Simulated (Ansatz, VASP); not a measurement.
# CoO: VASP beside Ansatz

```
Co O
1.0
     2.85121    0.00000    0.00000
    -1.42561    2.46922    0.00000
     0.00000    0.00000    5.13519
Co O
2 2
Direct
  0.00000 0.00000 0.00000
  0.00000 0.00000 0.50000
  0.33333 0.66667 0.25000
  0.66667 0.33333 0.75000
```

Alike in both runs: task single point; functional PBEsol; k mesh 18 × 18 × 10; occupations gaussian, width 0.1 eV; no spin polarisation.

|  | VASP | Ansatz |
| --- | --- | --- |
| version | VASP 6.6.1 | Ansatz 0.2.0 |
| potentials or method | VASP PAW PBE potentials, release 64 (Co, O) | scalar-relativistic, plane waves, PAW |
| plane-wave cutoff (eV) | 520 | 420 |
| valence electrons in the cell | 30 | 46 |

```csv
,VASP,Ansatz,Ansatz less VASP
gap on the k mesh at the Fermi level (eV),none,none,-
pressure (GPa),-19.3,-19.1,+0.17
largest component of the traceless stress (GPa),6.34,6.34,-0.002
```

A gap of «none» marks a metal or a gap that the smearing closes. The functional is the same, so the differences come from potentials, cutoffs and numerics. The two sets of potentials don't hold the same shells in valence.

Caveats: so large a pressure means that the cell lies far from this level's equilibrium, or that cutoff or potentials fall short (VASP); the potentials were made for another functional, which shifts forces and pressure (VASP); the run has no spin polarisation, though such a crystal can be magnetic; semilocal functionals often make such compounds metallic where correlation or magnetic order opens a gap, which also shifts bond lengths. Spin polarisation is off, so any magnetic state and its effect on volume and gap are missing.
